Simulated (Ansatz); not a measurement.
MnSb:

```
Sb Mn
1.0
     4.15000    0.00000    0.00000
    -2.07500    3.59401    0.00000
     0.00000    0.00000    5.78000
Sb Mn
2 2
Direct
  0.66667 0.33333 0.75000
  0.33333 0.66667 0.25000
  0.00000 0.00000 0.50000
  0.00000 0.00000 0.00000
```

```yaml
Program: Ansatz 0.2.0
Task: relaxation of cell and atoms
Functional: PBE
Dispersion: D3(BJ)
Potentials_or_basis: Ansatz PAW
Cutoff: "420 eV (not typed: the program's choice for these potentials)"
k_mesh: 7 × 7 × 5
Occupations: fermi-dirac, width 0.05 eV
Spin: collinear spin, ferromagnetic start
Starting_moments: "[0.0, 0.0, 4.0, 4.0] μB"
```

At the start: volume 21.55 Å³/atom.

How do energy, volume and symmetry change on relaxing?

It ends after 5 steps and the volume is 19.12 Å³/atom (-11.3 %); space group P6_3/mmc (No. 194, to 0.05 Å); moment 5.90 μB per cell.

Step by step:
```csv
step,energy change (eV),largest force (eV/Å),volume (Å³)
1,0.0000,0.0000,86.21
2,-0.2092,0.0000,75.94
3,-0.2105,0.0000,76.69
4,-0.2107,0.0000,76.50
5,-0.2073,0.0000,76.50
```

Final structure:
```
Sb Mn
1.0
     4.01312    0.00000    0.00000
    -2.00656    3.47546    0.00000
     0.00000    0.00000    5.48477
Sb Mn
2 2
Cartesian
  2.0066 1.1585 4.1136
  0.0000 2.3170 1.3712
  0.0000 0.0000 2.7424
  0.0000 0.0000 0.0000
```

Caveat: the plane-wave basis is chosen anew once the cell has moved, so the energies of steps on either side of that aren't comparable; the volume moved by -11 % from the deposited cell, more than functionals usually miss; only a ferromagnetic start was run, and an antiferromagnetic order may lie lower in energy.
